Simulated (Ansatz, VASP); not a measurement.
PbSe in VASP and in Ansatz

INCAR

```
SYSTEM = PbSe
PREC = Accurate ; ENCUT = 520
EDIFF = 1E-6 ; ISMEAR = 0
SIGMA = 0.03 ; LREAL = .False.
LASPH = .True. ; NELM = 80
ALGO = Normal ; ISIF = 2
LWAVE = .False. ; LCHARG = .True.
GGA = PE ; LELF = .True.
LVHAR = .True. ; NBANDS = 17
```

KPOINTS

```
Automatic mesh
0
Gamma
  10 10 10
  0 0 0
```

POSCAR

```
PbSe
1.0
    0.0000000000      3.1233930000      3.0621500000
    3.0009070000      0.0000000000      3.0621500000
    3.0009070000      3.1233930000      0.0000000000
Pb Se
1 1
Direct
    0.0000000000      0.0000000000      0.0000000000
    0.5000000000      0.5000000000      0.5000000000
```

Input for Ansatz:

```yaml
crystal:
  lattice:
    - [0.0, 3.123393, 3.06215]
    - [3.000907, 0.0, 3.06215]
    - [3.000907, 3.123393, 0.0]
  atoms:
    - { symbol: Pb, position: [0.0, 0.0, 0.0] }
    - { symbol: Se, position: [0.5, 0.5, 0.5] }
basis:
  ecutwfc: 420
kpoints:
  mp_grid: { grid: [10, 10, 10] }
hamiltonian:
  xc: pbe
scf:
  occupations: { method: gaussian, width: 0.03 }
output:
  forces: true
  stress: true
  eigenvalues: true
```

Change from the starting cell: strain -0.0200 x Voigt [1, -1, 0, 0, 0, 0], atoms carried along.

Alike in both runs: task single point; functional PBE; k mesh 10 × 10 × 10; occupations gaussian, width 0.03 eV; no spin polarisation.

|  | VASP | Ansatz |
| --- | --- | --- |
| version | VASP 6.6.1 | Ansatz 0.2.0 |
| potentials or method | VASP PAW PBE potentials, release 64 (Pb_d, Se) | scalar-relativistic, plane waves, PAW |
| plane-wave cutoff (eV) | 520 | 420 |
| valence electrons in the cell | 20 | 30 |

Ansatz gave:

| Quantity | Value |
| --- | --- |
| gap on the k mesh at the Fermi level (eV) | 0.26 |
| least direct gap on the mesh (eV) | 0.26 |
| pressure (GPa) | 2.6 |
| largest component of the traceless stress (GPa) | 2.67 |

Q: Which values does VASP return?

A: gap on the k mesh at the Fermi level (eV): 0.26; least direct gap on the mesh (eV): 0.26; pressure (GPa): 2.5; largest component of the traceless stress (GPa): 2.68.

The functional is the same, so the differences come from potentials, cutoffs and numerics. The two sets of potentials don't hold the same shells in valence.

Caveats: spin-orbit coupling is left out, which as a rule narrows the gap of such compounds by several tenths of an eV.
